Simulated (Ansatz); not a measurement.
## Random displacements in AlGa3N4

Level of theory: Ansatz 0.2.0, DFT r2SCAN, scalar-relativistic, plane waves, PAW. Cutoff 500 eV, Γ-centred 6×6×6 k-points, Gaussian smearing of 0.05 eV. No spin polarisation. Energies are free energies at this smearing, counted from the undisturbed cell; pressure is positive in compression.

The undisturbed cell (relaxed at this level; it needn't be the usual structure):

```
CELL_PARAMETERS angstrom
4.46534 0.00000 0.00000
0.00000 4.46534 0.00000
0.00000 0.00000 4.46534
ATOMIC_POSITIONS crystal
Al 0.00000 0.00000 0.00000
Ga 0.50000 0.50000 0.00000
Ga 0.50000 0.00000 0.50000
Ga 0.00000 0.50000 0.50000
N 0.75535 0.75535 0.24465
N 0.75535 0.24465 0.75535
N 0.24465 0.75535 0.75535
N 0.24465 0.24465 0.24465
```

After a displacement of all atoms with no net shift and a strain of the cell, the run gives ΔE = 416.7 meV/atom; stress (xx, yy, zz, yz, xz, xy; compression positive) (11.50, 9.16, 11.56, 7.29, 6.29, 12.40) GPa; gap on the mesh 1.99 eV.

```tsv
atom	Fx (eV/Å)	Fy	Fz
Al1	0.548	-1.147	-1.694
Ga2	2.143	-0.042	0.773
Ga3	-2.778	-6.160	-4.813
Ga4	-2.149	-2.293	-0.202
N5	-1.906	-0.121	-0.357
N6	6.981	5.390	5.989
N7	0.065	1.675	3.841
N8	-2.902	2.698	-3.538
```

Q: Which displacements (Å, in the unstrained cell) and strain were applied?

A:
```
atom ux uy uz
 Al1  -0.09   0.13   0.12
 Ga2  -0.15   0.02  -0.05
 Ga3   0.02   0.13   0.17
 Ga4   0.10   0.11  -0.11
  N5   0.09  -0.05  -0.03
  N6  -0.14  -0.07  -0.07
  N7   0.05  -0.10  -0.19
  N8   0.13  -0.17   0.15
```
Strain (Voigt, engineering shear): (0.0019, 0.0002, -0.0010, -0.0158, 0.0453, -0.0170).

Cost: 1 run of about 1.3 core-minutes, on Arm Neoverse V2 (shared hosts).